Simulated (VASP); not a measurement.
# InP: convergence, effective masses

InP, F-43m (no. 216), 2 atoms in the cell. PBE, effective masses by finite differences; PAW potentials In_d, P (PBE set). VASP 6.6.1.

Wanted: masses at the band edges within 5 %; gap between the edges within 0.01 eV.

POSCAR:
```
InP
1.0
    0.0000000000      2.9305000000      2.9305000000
    2.9305000000      0.0000000000      2.9305000000
    2.9305000000      2.9305000000      0.0000000000
In P
1 1
Direct
    0.0000000000      0.0000000000      0.0000000000
    0.7500000000      0.7500000000      0.7500000000
```

The series start from Step in k (1/Å): 0.02; Cutoff ENCUT (eV): 500; k mesh: 6 × 6 × 6; SCF threshold EDIFF (eV): 1e-8; PREC: Accurate. Each series keeps the choices made before it, and each single choice may use up half of a tolerance. Times cover all steps of a run.

## Step in k (1/Å)

| Step in k (1/Å) | Masses at the band edges, largest deviation | Gap between the edges (eV) | Time (s) |
|---|---|---|---|
| 0.1 | 61 % | 0.710 | 98 |
| 0.06 | 28 % | 0.710 | 95 |
| 0.035 | 11 % | 0.710 | 94 |
| 0.02 | 3.6 % | 0.710 | 100 |
| 0.01 | 0.72 % | 0.710 | 94 |
| 0.005 (reference) | 0 % | 0.710 | 94 |

Chosen: 0.01, the loosest value from which every tighter one stays within half of the tolerance.

## Cutoff ENCUT (eV)

| Cutoff ENCUT (eV) | Masses at the band edges, largest deviation | Gap between the edges (eV) | Time (s) |
|---|---|---|---|
| 250 | 0.9 % | 0.704 | 23 |
| 300 | 0.36 % | 0.707 | 24 |
| 350 | 2.3 % | 0.709 | 52 |
| 400 | 0.023 % | 0.710 | 60 |
| 500 | 0.023 % | 0.710 | 94 |
| 600 | 0 % | 0.710 | 119 |
| 750 (reference) | 0 % | 0.710 | 169 |

Chosen: 300.

## k mesh

| k mesh | Masses at the band edges, largest deviation | Gap between the edges (eV) | Time (s) |
|---|---|---|---|
| 3 × 3 × 3 | 5.6 % | 0.674 | 33 |
| 4 × 4 × 4 | 2.2 % | 0.696 | 37 |
| 5 × 5 × 5 | 0.9 % | 0.704 | 36 |
| 6 × 6 × 6 | 0.36 % | 0.707 | 24 |
| 7 × 7 × 7 | 0.18 % | 0.709 | 31 |
| 9 × 9 × 9 | 0.023 % | 0.710 | 36 |
| 11 × 11 × 11 (reference) | 0 % | 0.710 | 40 |

Chosen: 6 × 6 × 6.

## SCF threshold EDIFF (eV)

| SCF threshold EDIFF (eV) | Masses at the band edges, largest deviation | Gap between the edges (eV) | Time (s) |
|---|---|---|---|
| 0.0001 | 0.023 % | 0.707 | 25 |
| 1e-5 | 0 % | 0.707 | 30 |
| 1e-6 | 0 % | 0.707 | 31 |
| 1e-7 | 0 % | 0.707 | 31 |
| 1e-8 (reference) | 0 % | 0.707 | 24 |

Chosen: 0.0001.

## PREC

| PREC | Masses at the band edges, largest deviation | Gap between the edges (eV) | Time (s) |
|---|---|---|---|
| Accurate | 0 % | 0.707 | 25 |
| Normal | 0.44 % | 0.707 | 26 |
| Single | 0.94 % | 0.707 | 27 |

Chosen: Accurate; no other choice that stays within half of the tolerance saves 30 % of the time.

## All choices together

| Input | Masses at the band edges, largest deviation | Gap between the edges (eV) | Time (s) |
|---|---|---|---|
| program defaults, k points 0.5 per Å apart (naive) | 5 % | 0.692 | 12 |
| chosen settings | 0.23 % | 0.707 | 25 |
| reference settings throughout | 0 % | 0.713 | 229 |

The tolerance is met.

## The input

INCAR.step1:
```
SYSTEM = InP
PREC = Accurate
ENCUT = 300
EDIFF = 1E-4
ISMEAR = 0
SIGMA = 0.02
LASPH = .TRUE.
LREAL = .FALSE.
ALGO = Normal
NELM = 120
LWAVE = .TRUE.
LCHARG = .FALSE.
NBANDS = 16
KPAR = 2
GGA = PE
```

INCAR.step2, as INCAR.step1 but for:
```
+ ISTART = 1
+ LORBIT = 10
```

INCAR.step3, as INCAR.step2 but for:
```
- LWAVE = .TRUE.
+ LWAVE = .FALSE.
```

KPOINTS:
```
Automatic mesh
0
Gamma
  6 6 6
  0 0 0
```

KPOINTS_OPT.step1:
```
path GXWKGLUWLK,UX
16
line-mode
reciprocal
 0.0000000000  0.0000000000  0.0000000000  G
 0.5000000000  0.0000000000  0.5000000000  X

 0.5000000000  0.0000000000  0.5000000000  X
 0.5000000000  0.2500000000  0.7500000000  W

 0.5000000000  0.2500000000  0.7500000000  W
 0.3750000000  0.3750000000  0.7500000000  K

 0.3750000000  0.3750000000  0.7500000000  K
 0.0000000000  0.0000000000  0.0000000000  G

 0.0000000000  0.0000000000  0.0000000000  G
[... 6 lines left out ...]
 0.5000000000  0.2500000000  0.7500000000  W

 0.5000000000  0.2500000000  0.7500000000  W
 0.5000000000  0.5000000000  0.5000000000  L

 0.5000000000  0.5000000000  0.5000000000  L
 0.3750000000  0.3750000000  0.7500000000  K

 0.6250000000  0.2500000000  0.6250000000  U
 0.5000000000  0.0000000000  0.5000000000  X
```

KPOINTS_OPT.step2:
```
band edges and their surroundings
46
Reciprocal
  0.0000000000   0.0000000000   0.0000000000 1
 -0.0000000000   0.0139921068   0.0139921068 1
  0.0000000000  -0.0139921068  -0.0139921068 1
  0.0139921068   0.0000000000   0.0139921068 1
 -0.0139921068   0.0000000000  -0.0139921068 1
  0.0139921068   0.0139921068   0.0000000000 1
 -0.0139921068  -0.0139921068   0.0000000000 1
  0.0139921068   0.0139921068   0.0279842136 1
 -0.0139921068   0.0139921068   0.0000000000 1
[... 30 lines left out ...]
  0.0000000000  -0.0139921068   0.0139921068 1
 -0.0000000000   0.0139921068  -0.0139921068 1
 -0.0279842136  -0.0139921068  -0.0139921068 1
  0.0098939136   0.0098939136   0.0197878272 1
 -0.0098939136  -0.0098939136  -0.0197878272 1
  0.0161566933   0.0161566933   0.0161566933 1
 -0.0161566933  -0.0161566933  -0.0161566933 1
```

KPOINTS_OPT.step3:
```
band edges and their surroundings
46
Reciprocal
  0.0000000000   0.0000000000   0.0000000000 1
 -0.0000000000   0.0046640356   0.0046640356 1
  0.0000000000  -0.0046640356  -0.0046640356 1
  0.0046640356   0.0000000000   0.0046640356 1
 -0.0046640356   0.0000000000  -0.0046640356 1
  0.0046640356   0.0046640356   0.0000000000 1
 -0.0046640356  -0.0046640356   0.0000000000 1
  0.0046640356   0.0046640356   0.0093280712 1
 -0.0046640356   0.0046640356  -0.0000000000 1
[... 30 lines left out ...]
 -0.0000000000  -0.0046640356   0.0046640356 1
  0.0000000000   0.0046640356  -0.0046640356 1
 -0.0093280712  -0.0046640356  -0.0046640356 1
  0.0032979712   0.0032979712   0.0065959424 1
 -0.0032979712  -0.0032979712  -0.0065959424 1
  0.0053855644   0.0053855644   0.0053855644 1
 -0.0053855644  -0.0053855644  -0.0053855644 1
```

Commands (each step's output is kept before the next begins):
```
cat potpaw_PBE.64/In_d/POTCAR potpaw_PBE.64/P/POTCAR > POTCAR
cp INCAR.step1 INCAR
cp KPOINTS_OPT.step1 KPOINTS_OPT
mpirun -np 2 vasp_std > vasp.out
cp INCAR.step2 INCAR
cp KPOINTS_OPT.step2 KPOINTS_OPT
mpirun -np 2 vasp_std > vasp.out
cp INCAR.step3 INCAR
cp KPOINTS_OPT.step3 KPOINTS_OPT
mpirun -np 2 vasp_std > vasp.out
```

Limits: very small steps in k measure the noise of the levels more than their curvature.

The chosen input took VASP 6.6.1 25 s on 2 cores (Intel Xeon Platinum 8259CL @ 2.50GHz (Skylake/Cascade Lake)), a shared host.
